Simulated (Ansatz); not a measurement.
Crystal: AlPt.

```
Pt Al
1.0
     3.09155    0.00000    0.00000
     0.00000    3.09155    0.00000
     0.00000    0.00000    3.09155
Pt Al
1 1
Direct
  0.50000 0.50000 0.50000
  0.00000 0.00000 0.00000
```

Measurements of this composition are mostly on another form, of space group No. 198.

Base run:

- Program: Ansatz 0.2.0
- Functional: PBEsol
- Potentials or basis: Ansatz PAW
- Cutoff: 420 eV (not typed: the program's choice for these potentials)
- k mesh: 9 × 9 × 9
- Occupations: gaussian, width 0.1 eV
- Spin: no spin polarisation

Its results: band gap on the k mesh none (metal or under the smearing width); pressure -5.8 GPa.

Q: The run is repeated on the same cell with these changes: functional from PBEsol to LDA; occupations from gaussian, width 0.1 eV to gaussian, width 0.05 eV. What comes out?

A: Band gap on the k mesh none (metal or under the smearing width); pressure -9.8 GPa.

Caveats: the PAW data sets come from PBE, with cores solved anew for the run's functional, which leaves a small shift of forces and pressure.
